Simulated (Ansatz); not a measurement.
## Ge under changes of volume

One of the cells (22.639 Å³/atom); the others are scaled copies at fixed shape and fractional positions:

```
CELL_PARAMETERS angstrom
0.00000 2.82891 2.82891
2.82891 0.00000 2.82891
2.82891 2.82891 0.00000
ATOMIC_POSITIONS crystal
Ge 0.75000 0.75000 0.75000
Ge 0.50000 0.50000 0.50000
```

| Property | Result |
| --- | --- |
| Program | Ansatz 0.2.0 |
| Functional | r2SCAN0 |
| Potentials or basis | Ansatz PAW |
| Cutoff | 500 eV (not typed: the program's choice for these potentials) |
| k mesh | 4 × 4 × 4 |
| Occupations | fermi-dirac, width 0.05 eV |
| Spin | no spin polarisation |

| volume (Å³/atom) | energy over the lowest point (meV/atom) | pressure (GPa) | gap on the mesh (eV) |
| --- | --- | --- | --- |
| 21.281 | 16.38 | 4.9 | 1.90 |
| 21.733 | 5.54 | 2.8 | 1.82 |
| 22.186 | ? | ? | ? |
| 22.639 | 0.00 | -0.7 | 1.65 |
| 23.092 | 4.15 | -2.2 | 1.56 |
| 23.545 | 12.28 | -3.5 | 1.35 |
| 23.997 | 23.93 | -4.7 | 1.14 |

Task: What does the run at 22.186 Å³/atom give?

Result: Energy over the lowest point 0.31 meV/atom; pressure 0.9 GPa; gap on the mesh 1.73 eV.

Worked out: A Birch-Murnaghan fit of order 3 (a polynomial in V^(-2/3)) to the other rows has its minimum at 22.44 Å³/atom with B0 = V·E''(V) = 82 GPa and B' = 4.7. It gives 0.28 meV/atom at 22.186 Å³/atom, against the run's 0.31, and -dE/dV = 0.9 GPa, against 0.9. A parabola through the other rows of the gap, of slope -4.46 eV per unit of ln V there, gives 1.77 eV, against the run's 1.73.

Energies are extrapolated to zero smearing.

Caveats: all runs use coarse meshes; the PAW data sets come from PBE, with cores solved anew for the run's functional, which leaves a small shift of forces and pressure; the thresholds are loose for stress.

A mesh can miss the band edges. Spin-orbit coupling on Ge is left out.
